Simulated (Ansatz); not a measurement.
# CuO (P1) in Ansatz: further runs, part 2 of 3

Ansatz 0.2.0. The steps go on from the part before.

### Step 4. Relaxation of cell and atoms, PBEsol+U

File input.yaml:

```yaml
crystal:
  lattice:
    - [2.34185, -1.7113, 0.0]
    - [-1.49182, -1.7113, -5.05787]
    - [2.34185, 5.1339, 0.0]
  atoms:
    - { symbol: Cu, position: [0.32132716, 0.95657656, 0.29054178] }
    - { symbol: Cu, position: [0.67867284, 0.04342344, 0.70945822] }
    - { symbol: Cu, position: [0.3225567, 0.52186451, 0.68364633] }
    - { symbol: Cu, position: [0.6774433, 0.47813549, 0.31635367] }
    - { symbol: O, position: [0.41767164, 0.70732048, 0.00989985] }
    - { symbol: O, position: [0.41392836, 0.79267952, 0.65850015] }
    - { symbol: O, position: [0.22493959, 0.34816805, 0.07342398] }
    - { symbol: O, position: [0.94346041, 0.15183195, 0.25817602] }
hamiltonian:
  xc: pbesol
  pseudopotentials: { kind: paw }
  hubbard: { sites: [{ species: Cu, l: d, u_eff: 4.5 }] }
kpoints:
  mp_grid: { grid: [9, 5, 5] }
scf:
  occupations: { method: fermi_dirac, width: 0.05 }
output:
  forces: true
  stress: true
  eigenvalues: true
relax:
  f_tol: 0.01
  max_steps: 40
  cell: { stress_tol: 0.05 }
```

Potentials or basis: Ansatz PAW.

Launch:

```sh
> ansatz run input.yaml --threads 4 --pin off --max-ram 11264MiB --backend cpu --events-out ev --progress --plain --runs-dir out
```

What it wrote:

```text
Warning: RAYON_NUM_THREADS=4 ignored (pool sized by the plan → 4); use --threads N
Cu: projections on atomic orbitals take those of the free atom [Ne] 3s2 3p6 3d10 4s1, of charge +0.00 (hamiltonian.pseudopotentials.projection_atoms); the dataset's partial waves leave at most 2.0e-6 of an orbital's norm unspanned inside its sphere
O: projections on atomic orbitals take those of the free atom [He] 2s2 2p4, of charge +0.00 (hamiltonian.pseudopotentials.projection_atoms); the dataset's partial waves leave at most 1.9e-8 of an orbital's norm unspanned inside its sphere
Engine: ansatz 0.2.0, aarch64-unknown-linux-gnu
Pseudopotentials: kind: paw
Pseudopotential: Cu, paw, valence charge 19, recommended cutoff 420 eV (normal), Cu.paw.azcp
Pseudopotential: O, paw, valence charge 6, recommended cutoff 420 eV (normal), O.paw.azcp
Functional definition: PBEsol
  exchange = pbesol_x
  correlation = pbesol_c
Crystal: 8 atoms, lattice volume = 81.080 Å³
Basis set: ecut = 420 eV, 1587 PW (Γ), exchange–correlation on 40×80×80 points (8 copies of the dense FFT grid, shifted against one another)
Bands: 60, of which v1, the nominal top of the filled ones, is band 50 counted from 1 (49 counted from 0)
Symmetry: 1 space group operations
Space group: P1 (ITA 1), of the structure as read, at distance tolerance 4.3e-5 Å
k-points: 113 of 225 (time reversal used)
Non-local potential: Cu, projectors of the file, l = 0: 3, l = 1: 2, l = 2: 3, l = 3: 1
Non-local potential: O, projectors of the file, l = 0: 2, l = 1: 2, l = 2: 1
PAW form: soft (Blöchl's): semilocal exchange-correlation on the pseudo side does not see the compensation charge
PAW frozen core: Cu, regenerated for the run's functional, and the local potential with it (the file was generated under x = pbe(κ = 0.804, μ = 0.2195149727645171), c = pbe(β = 0.06672455060314922))
PAW frozen core: O, regenerated for the run's functional, and the local potential with it (the file was generated under x = pbe(κ = 0.804, μ = 0.2195149727645171), c = pbe(β = 0.06672455060314922))
PAW one-centre angular grid: Cu, 590 points (default); XC on 64 Gauss nodes
PAW one-centre angular grid: O, 110 points (default); XC on 64 Gauss nodes
Initial density: superposition of atomic densities (chi_scale 0.1, normalization cell, long waves of neutral atoms under a Hubbard term (reshape's long-wave potential 0.33 eV rms, cloud 1.98 Å wide))
Initial wavefunctions: pseudopotential atomic-orbital guess
Functional: x = pbesol(κ = 0.804, μ = 0.12345679012345678), c = pbesol(β = 0.046)
SCF iter   1: F=—  HF=-28579.225131 eV  |F-HF|=—  |Δ(HF+E_count)|=         —  Δρ=1.19e-1  dr2=1.52e1  ethr=3.10e-3  ⟨swp⟩=5.9  Hψ=21537  notcnv=0  defer=1
preconditioner: auto → LDOS  [metal: Δε(μ)=0.003 eV  Ē_g=12.207 eV  σ=0.050 eV  W_gap=0.01  n_scr=34 (ndim 8)  ℏωp=34.0 eV  f_vac=0.012  D(μ)=3.97/eV (n_scr^D=38)  β→1.0]
SCF iter   2: F=—  HF=-28582.777752 eV  |F-HF|=—  |Δ(HF+E_count)|=    3.55e0  Δρ=3.07e-1  dr2=5.89e1  ethr=3.10e-3  ⟨swp⟩=3.3  Hψ=14993  notcnv=0  defer=326  recentre
SCF iter   3: F=—  HF=-28578.791730 eV  |F-HF|=—  |Δ(HF+E_count)|=    3.99e0  Δρ=9.19e-2  dr2=8.27e0  ethr=3.10e-3  ⟨swp⟩=3.0  Hψ=15467  notcnv=0  defer=283
SCF iter   4: F=—  HF=-28578.109930 eV  |F-HF|=—  |Δ(HF+E_count)|=   6.82e-1  Δρ=5.70e-2  dr2=2.98e0  ethr=3.10e-3  ⟨swp⟩=2.0  Hψ=8545  notcnv=0  defer=322
SCF iter   5: F=—  HF=-28577.818184 eV  |F-HF|=—  |Δ(HF+E_count)|=   2.92e-1  Δρ=2.53e-2  dr2=3.12e-1  ethr=2.98e-3  ⟨swp⟩=2.0  Hψ=7162  notcnv=0  defer=322
[... 610 lines left out ...]
Fermi energy:    9.869856 eV
--- Per-component energies (eV) ---
  E_band       = -1931.225579
  E_kinetic    = 1887.576831
  E_local      = -20772.750419  (includes V_loc(G=0)·N_el)
  E_nonlocal   = 1796.927459
  E_hartree    = 9021.962385
  E_xc         = -637.013152
  E_vxc        = -821.696058  (∫ρ·V_xc dr)
  E_hubbard    = 2.928516  (on-site DFT+U / exact-exchange correction)
  E_vhub       = -80.812928  (the Hubbard potential's part of the band-sum identity)
  E_paw        = -7138.213932  (= ΣΔE_a)
  E_vpaw       = -1984.405425  (= ΣTr[D̂ρ^β])
  E_aug_tail   = 0.010317  (compensation charges beyond the density's cutoff)
  E_ewald      = -12749.465096
  E_core_change = 0.965960  (= ΣΔE_core)
  E_smearing   = -0.034977  (= −TS)
  E_closure    = -0.000000  (closes the sum)
  Σ components = -28587.106107   (vs F -28587.106107, Δ=0.00e0)
--- Forces (eV/Å), atoms counted from 1 ---
  atom   1  Cu     0.00063681    -0.00033390    -0.00048440
  atom   2  Cu    -0.00094176    -0.00057399    -0.00092918
  atom   3  Cu     0.00015930    -0.00013092     0.00040295
  atom   4  Cu    -0.00016656    -0.00019578    -0.00047358
  atom   5  O     -0.00036262    -0.00075305     0.00173140
  atom   6  O     -0.00032183     0.00046545     0.00035162
  atom   7  O      0.00081163     0.00163940    -0.00060492
  atom   8  O      0.00018475    -0.00011660     0.00000642
  max |Σ_I F_I| component: 6.14e-7 eV/Å
--- Stress (GPa, compression-positive) ---
        0.024692       0.008385       0.023737
        0.008384      -0.029779       0.002572
        0.023736       0.002572       0.015298
  P = ⅓ Tr σ = 0.0034 GPa (0.034 kbar)
--- Band table (eV; the first three rows and the last of 113) ---
  k-point 0: bands = ["-101.3384", "-101.0206", "-100.9086", "-100.8544", "-58.9695", "-58.9431", "-58.7447", "-58.6953", "-58.5729", "-58.5581", "-58.5529", "-58.5375", "-58.4903", "-58.3597", "-58.3157", "-58.2653", "-13.3383", "-8.5965", "-8.3479", "-7.2514", "1.4471", "1.4804", "2.7382", "3.5184", "4.3905", "4.5541", "4.6369", "4.8801", "5.5479", "5.6828", "5.7099", "5.8877", "6.0675", "6.1661", "6.2082", "6.3077", "6.4232", "6.4687", "6.6231", "6.6542", "6.7070", "6.7624", "7.1354", "7.1882", "7.2784", "7.6247", "8.0848", "8.2213", "8.6842", "10.1677", "10.6905", "11.3123", "12.3170", "13.9957", "15.0829", "16.2702", "17.2168", "17.8767", "18.4289", "21.4034"]
  k-point 1: bands = ["-101.3383", "-101.0205", "-100.9085", "-100.8543", "-58.9695", "-58.9431", "-58.7448", "-58.6953", "-58.5729", "-58.5581", "-58.5529", "-58.5375", "-58.4903", "-58.3597", "-58.3157", "-58.2653", "-13.3336", "-8.6080", "-8.3377", "-7.2688", "1.2864", "1.6878", "2.9060", "3.5539", "4.3290", "4.5671", "4.6512", "4.8138", "5.4506", "5.5991", "5.7384", "5.8194", "5.9645", "6.1392", "6.2358", "6.2780", "6.3240", "6.4440", "6.5004", "6.6831", "6.7160", "6.8333", "6.9317", "7.2524", "7.4819", "7.8640", "8.0226", "8.2796", "8.8776", "10.1038", "10.6061", "11.5333", "12.3602", "13.7046", "14.6050", "16.3750", "17.3696", "18.3976", "18.8255", "20.3991"]
  k-point 2: bands = ["-101.3382", "-101.0204", "-100.9084", "-100.8542", "-58.9695", "-58.9431", "-58.7448", "-58.6953", "-58.5730", "-58.5581", "-58.5529", "-58.5375", "-58.4903", "-58.3598", "-58.3157", "-58.2653", "-13.3261", "-8.6249", "-8.3231", "-7.2965", "1.1860", "1.8729", "3.2664", "3.6179", "4.1989", "4.4359", "4.6863", "4.8030", "5.1904", "5.4402", "5.7715", "5.7935", "5.9604", "6.0977", "6.1882", "6.2037", "6.2555", "6.3078", "6.5089", "6.6673", "6.7080", "6.7619", "7.0315", "7.2877", "7.3556", "8.0401", "8.2908", "8.5145", "9.1051", "9.9905", "10.4501", "11.9795", "12.3184", "13.3920", "13.8986", "16.4066", "17.7017", "19.2850", "19.4514", "19.7320"]
  k-point 112: bands = ["-101.3376", "-101.0198", "-100.9077", "-100.8536", "-58.9777", "-58.9456", "-58.7440", "-58.6946", "-58.5732", "-58.5631", "-58.5574", "-58.5372", "-58.4995", "-58.3641", "-58.3203", "-58.2646", "-13.0548", "-8.2252", "-8.0053", "-7.0160", "1.5962", "1.8472", "2.0606", "3.6607", "3.7066", "4.1484", "4.3745", "4.7785", "4.9142", "5.1390", "5.5289", "5.7799", "5.8913", "6.0463", "6.2472", "6.2953", "6.4322", "6.5396", "6.6015", "6.6594", "6.7793", "6.9378", "7.1907", "7.6034", "7.7790", "8.0162", "8.4059", "8.6267", "9.0882", "9.4112", "9.7856", "12.6647", "12.9028", "14.5777", "14.7476", "15.8155", "16.4574", "18.1711", "19.0450", "20.5240"]
Occupation matrices written to <dir>
--- Relaxed structure (23 steps of the walk, 23 accepted, 4 SCFs on fresh bases) ---
  F+E_penalty+E_count = -28587.10610748 eV   max|allowed force component| = 1.731e-3 eV/Å   (the final SCF, on the basis selected at the relaxed cell)
  cell:  # Å, volume = 91.1460 Å³
    - [2.395667562371565, -1.6430947233365294, 0.4540163522075856]
    - [-2.5414104028120073, -1.6906267057989672, -5.134635624712251]
    - [2.995552963535217, 5.750204889179282, 0.06365504605950811]
  atoms:
    - { symbol: Cu, position: [0.097946387308331, 0.926456241314513, 0.16091126359752378] }
    - { symbol: Cu, position: [0.9003530501071239, 0.08793890674650014, 0.8341772075205496] }
    - { symbol: Cu, position: [0.11839359247275891, 0.40621909468757406, 0.6477612146489846] }
    - { symbol: Cu, position: [0.9087398504371113, 0.5915380084845828, 0.3608594075823184] }
    - { symbol: O, position: [0.36306912371379274, 0.6365341792204585, -0.007842560977622703] }
    - { symbol: O, position: [0.5594587666441801, 0.7247021362896319, 0.5913509355976325] }
    - { symbol: O, position: [0.2567778856471115, 0.4597234376165274, 0.09775385813253717] }
    - { symbol: O, position: [0.7952613436695909, 0.16688799564021123, 0.31502867389807615] }
```

Run time: 15 min. Hardware: 4 threads of Arm Neoverse V2, shared host; peak memory 0.98 GiB.

Results:

```yaml
Free_energy: -28587.1061 eV
Relaxed_volume: 11.39 Å³/atom
Relaxed_cell: a = 2.940 Å, b = 5.973 Å, c = 6.484 Å, α = 117.13°, β = 96.76°, γ = 108.74°
Space_group_after_relaxing_to_0.05_Å: P1 (No. 1)
Energy_gained_by_relaxing: 1159.3 meV/atom
Ionic_steps: 27
Pressure_after_relaxing: 0.0 GPa
Band_gap_on_the_k_mesh: none (metal or under the smearing width)
```

The path:
| step | energy change (eV) | largest force (eV/Å) | volume (Å³) |
| --- | --- | --- | --- |
| 1 | 0.0000 | 16.3818 | 81.08 |
| 2 | -3.3798 | 8.1981 | 85.62 |
| 3 | -6.1763 | 2.3240 | 87.08 |
| 4 | -6.9665 | 1.6777 | 87.23 |
| 5 | -7.8899 | 1.4509 | 86.99 |
| 6 | -8.2799 | 0.9111 | 89.64 |
| 7 | -8.5278 | 0.5305 | 89.86 |
| 8 | -8.7026 | 0.5163 | 89.19 |
| 9 | -8.8697 | 0.2692 | 87.76 |
| 10 | -8.9564 | 0.1534 | 87.24 |
| 11 | -8.9598 | 0.1070 | 87.27 |
| 12 | -8.9626 | 0.0343 | 87.33 |
| 13 | -8.9626 | 0.0124 | 87.40 |
| 14 | -8.9626 | 0.0030 | 87.41 |
| 15 | -9.1604 | 0.0356 | 87.41 |
| 16 | -9.2255 | 0.1088 | 89.43 |
| 17 | -9.2394 | 0.0733 | 90.61 |
| 18 | -9.2407 | 0.0227 | 90.79 |
| 19 | -9.2416 | 0.0060 | 90.70 |
| 20 | -9.2701 | 0.0087 | 90.70 |
| 21 | -9.2722 | 0.0115 | 90.99 |
| 22 | -9.2720 | 0.0037 | 91.09 |
| 23 | -9.2722 | 0.0136 | 91.07 |
| 24 | -9.2720 | 0.0007 | 91.10 |
| 25 | -9.2745 | 0.0015 | 91.10 |
| 26 | -9.2745 | 0.0019 | 91.15 |
| 27 | -9.2747 | 0.0019 | 91.15 |

Final structure:
```
CELL_PARAMETERS angstrom
2.39567 -1.64309 0.45402
-2.54141 -1.69063 -5.13464
2.99555 5.75020 0.06366
ATOMIC_POSITIONS crystal
Cu 0.09795 0.92646 0.16091
Cu 0.90035 0.08794 0.83418
Cu 0.11839 0.40622 0.64776
Cu 0.90874 0.59154 0.36086
O 0.36307 0.63653 0.99216
O 0.55946 0.72470 0.59135
O 0.25678 0.45972 0.09775
O 0.79526 0.16689 0.31503
```

Levels at points of the mesh, in eV from the Fermi level:
| k point | band 46 | band 47 | band 48 | band 49 | band 50 | band 51 | band 52 | band 53 | band 54 | band 55 |
| --- | --- | --- | --- | --- | --- | --- | --- | --- | --- | --- |
| (0.00, 0.00, 0.00) | -2.25 | -1.79 | -1.65 | -1.19 | 0.30 | 0.82 | 1.44 | 2.45 | 4.13 | 5.21 |

Eigenvalues of the final occupation matrices:
```csv
site,spin,trace,eigenvalues
site 1,1,4.78,0.82 0.97 0.99 0.99 1.00
site 2,1,4.85,0.89 0.99 0.99 1.00 1.00
site 3,1,4.84,0.88 0.99 0.99 0.99 1.00
site 4,1,4.79,0.83 0.97 0.99 0.99 1.00
```

Caveat: the electronic state changed during the relaxation; the plane-wave basis is chosen anew once the cell has moved, so the energies of steps on either side of that aren't comparable; the pressure holds a Pulay correction of +0.7 GPa for the finite cutoff; the volume moved by +12 % from the deposited cell, more than functionals usually miss; the run has no spin polarisation, though such a crystal can be magnetic; U without spin polarisation on a metal has little footing; the PAW data sets come from PBE, with cores solved anew for the run's functional, which leaves a small shift of forces and pressure.

(Continued in part 3 of 3.)
